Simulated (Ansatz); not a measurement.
Input and command of a plane-wave DFT calculation in Ansatz:

```yaml
crystal:
  lattice:
    - [0.0, 3.1618651861, 3.1618651861]
    - [3.1618651861, 0.0, 3.1618651861]
    - [3.1618651861, 3.1618651861, 0.0]
  atoms:
    - { symbol: Sn, position: [0.5, 0.5, 0.5] }
    - { symbol: Sn, position: [0.75, 0.75, 0.75] }
basis:
  ecutwfc: 420
kpoints:
  mp_grid: { grid: [12, 12, 12] }
hamiltonian:
  xc: pbe
scf:
  occupations: { method: fermi_dirac, width: 0.15 }
output:
  forces: true
  stress: true
  eigenvalues: true
relax:
  adjacent_minimum: "off"
  f_tol: 0.001
  max_steps: 60
  cell: { stress_tol: 0.02, p_target: 15.0 }
```

```bash
ansatz run input.yaml --threads 1 --pin off --max-ram 3072MiB --backend cpu --events-out ev --progress --plain --runs-dir out
```

Processor: Intel(R) Xeon(R) Platinum 8488C (Sapphire Rapids), 1 thread, on a host shared with other jobs.

**Question.** Estimate time, memory and problem size.

**Answer.** About 17 s on 1 thread of Intel(R) Xeon(R) Platinum 8488C (Sapphire Rapids), on a shared host, peak memory 0.43 GiB. It solves 18 bands at 72 k points (the mesh reduced by the symmetry that the task leaves, which can be less than the crystal's) with about 1139 plane waves (on the last cell), in 29 SCF iterations over 5 ionic steps.
